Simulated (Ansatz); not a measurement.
**KF: energy against volume in PBE, exact exchange and the RPA**

An exercise on one series of results from a longer session: the logs are not shown, and one member is left open.

Code: Ansatz 0.2.0. PBE orbitals, norm-conserving pseudopotentials, plane waves. Values at 0 K without nuclear motion; spin polarisation is off, and the phase may be a hypothetical one.

## The system as given

The cell was relaxed beforehand with r2SCAN; volume changes: +0 %, -5 %, +5 %, -10 %, +10 %.

It is cubic, F-43m (No. 216); conventional cell a = 5.871 Å, 25.29 Å³ an atom. K has 4 F at 2.54 Å; F has 4 K at 2.54 Å.

Structure file:

```cif
data_structure
_symmetry_space_group_name_H-M 'F-43m'
_symmetry_Int_Tables_number 216
_cell_length_a 5.8708
_cell_length_b 5.8708
_cell_length_c 5.8708
_cell_angle_alpha 90.000
_cell_angle_beta 90.000
_cell_angle_gamma 90.000
_cell_volume 202.35
loop_
_atom_site_label
_atom_site_type_symbol
_atom_site_symmetry_multiplicity
_atom_site_Wyckoff_symbol
_atom_site_fract_x
_atom_site_fract_y
_atom_site_fract_z
_atom_site_occupancy
K1 K 4 a 0.00000 0.00000 0.00000 1
F1 F 4 d 0.25000 0.25000 0.75000 1
```

Set-up of the first run:

input.yaml

```yaml
crystal:
  lattice:
    - [0.0, 2.9354015259, 2.9354015259]
    - [2.9354015259, 0.0, 2.9354015259]
    - [2.9354015259, 2.9354015259, 0.0]
  atoms:
    - { symbol: K, position: [0.0, 0.0, 0.0] }
    - { symbol: F, position: [0.25, 0.25, 0.25] }
kpoints:
  mp_grid: { grid: [4, 4, 4] }
hamiltonian:
  xc: pbe
  pseudopotentials: { kind: nc }
scf:
  occupations: { method: fixed }
output:
  rpa_energy:
    ecut_chi_ladder: [203, 228, 252, 280, 308]
    long_wavelength: optical_limit
basis:
  ecutwfc: 1320.0
```

Among the steps run: The unscaled cell; Volume -5 %; Volume +5 %; Volume -10 %; Volume +10 %.

One table of the session follows, with a row left open; its other results are not shown here.

It belongs to the step «The three curves». Energies in meV/atom from the unscaled cell:

```
volume (Å³/atom)   PBE  exact exchange  EXX+RPA  RPA correlation
          22.764  37.7            55.2     24.1            -31.1
          24.028     ?               ?        ?                ?
          25.293   0.0             0.0      0.0              0.0
          26.558  -2.8            -8.9      7.4             16.3
          27.822   1.9            -9.0     14.7             23.7
```

Q: Estimate the row for volume (Å³/atom) = 24.028 from the others.

Worked estimate for «PBE». A straight line through the neighbours (22.764, 37.7) and (25.293, 0.0) gives 37.7 + (0.0 − 37.7) × (24.028 − 22.764) / (25.293 − 22.764) = 18.9; a parabola fitted to 3 rows on both sides gives 13.5.

**Answer.** PBE: 12.5; exact exchange: 20.4; EXX+RPA: 10.2; RPA correlation: -10.1. In «PBE» the line misses by +6.4 and the parabola by +1.0.

To keep in mind: The curve is too rough to resolve B₀ and B₀′ of EXX+RPA; its minimum, near 25.5 Å³/atom, is a rough guide.
